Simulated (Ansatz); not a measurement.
## Structure relaxation of TiTe2

Method: DFT PBE, scalar-relativistic, plane waves, PAW in Ansatz.

The start is a database structure of TiTe2, space group P-3m1 (No. 164).

The final relaxation ran on this input, with the default PAW datasets:

```yaml
crystal:
  lattice:
    - [3.824209235, 0.0, 0.0]
    - [-1.9121046175, 3.3118623469, 0.0]
    - [0.0, 0.0, 6.71825241]
  atoms:
    - { symbol: Ti, position: [0.0, 0.0, 0.0] }
    - { symbol: Te, position: [0.66666667, 0.33333333, 0.74983151] }
    - { symbol: Te, position: [0.33333333, 0.66666667, 0.25016849] }
basis:
  ecutwfc: 420
kpoints:
  mp_grid: { grid: [12, 12, 8] }
hamiltonian:
  xc: pbe
scf:
  occupations: { method: gaussian, width: 0.1 }
output:
  forces: true
  stress: true
  eigenvalues: true
  write_density: true
  write_potential: true
  elf: true
  volumetric_format: npy
relax:
  adjacent_minimum: "off"
  f_tol: 0.01
  max_steps: 80
  cell: { stress_tol: 0.05 }
```

Launched as:

```bash
ansatz run input.yaml --threads 1 --pin off --max-ram 2560MiB --backend cpu --events-out ev --progress --plain --runs-dir out
```

Time: 2.8 min on 1 thread of Arm Neoverse V1, with other jobs on the host, peak memory 0.54 GiB.

End of the output:

```
SCF converged after 5 iterations
Free energy (F): -16461.691680 eV
Harris-Foulkes:  -16461.691680 eV  (|F-HF|=7.28e-12)
Internal energy: -16461.685974 eV  (E = F + TS)
E sigma→0 (E₀):  -16461.688827 eV
Entropy (-TS):   -0.005706 eV (-1.902 meV/atom)
Fermi energy:    9.389302 eV
--- Per-component energies (eV) ---
  E_band       = -704.746923
  E_kinetic    = 632.271586
  E_local      = -3771.122121  (includes V_loc(G=0)·N_el)
  E_nonlocal   = -612.086746
  E_hartree    = 2153.769312
  E_xc         = -346.113488
  E_vxc        = -330.327747  (∫ρ·V_xc dr)
  E_paw        = -10372.462243  (= ΣΔE_a)
  E_vpaw       = -931.020622  (= ΣTr[D̂ρ^β])
  E_aug_tail   = -0.000209  (compensation charges beyond the density's cutoff)
  E_ewald      = -4145.942065
  E_smearing   = -0.005706  (= −TS)
  E_closure    =  0.000000  (closes the sum)
  Σ components = -16461.691680   (vs F -16461.691680, Δ=0.00e0)
--- Forces (eV/Å), atoms counted from 1 ---
  atom   1  Ti     0.00000000     0.00000000     0.00000000
  atom   2  Te     0.00000000     0.00000000    -0.00154822
  atom   3  Te     0.00000000     0.00000000     0.00154822
  max |Σ_I F_I| component: 2.17e-19 eV/Å
--- Stress (GPa, compression-positive) ---
        0.008328       0.000000       0.000000
        0.000000       0.008328       0.000000
        0.000000       0.000000       0.017480
  P = ⅓ Tr σ = 0.0114 GPa (0.114 kbar)
--- Relaxed structure (7 steps of the walk, 6 accepted, 1 SCFs on fresh bases) ---
  F+E_penalty+E_count = -16461.69167956 eV   max|allowed force component| = 1.548e-3 eV/Å   (the final SCF, on the basis selected at the relaxed cell)
  cell:  # Å, volume = 85.0683 Å³
    - [3.767914, 0.000000, 0.0]
    - [-1.883957, 3.263109, 0.000000]
    - [0.0, 0.000000, 6.918868]
  atoms:
    - { symbol: Ti, position: [0.000000, 0.000000, 0.000000] }
    - { symbol: Te, position: [0.666667, 0.333333, 0.749771] }
    - { symbol: Te, position: [0.333333, 0.666667, 0.250229] }
```

Total energies depend on the potentials used, so only differences within one code and one set of settings carry meaning.

The result has space group P-3m1 (No. 164). Ti is coordinated by 6 Te at 2.78 Å; Te has 3 Ti at 2.78 Å.

Against the elements it lies at -0.70 eV/atom. Energies over the elements count from the elements' standard structures at the same level, with no empirical corrections.

For metals, differences of a few meV/atom aren't resolved. Weakly bound directions are ill-defined at this level, which has no dispersion term. Spin–orbit coupling is left out.

A structure relaxed within its symmetry needn't be a true minimum.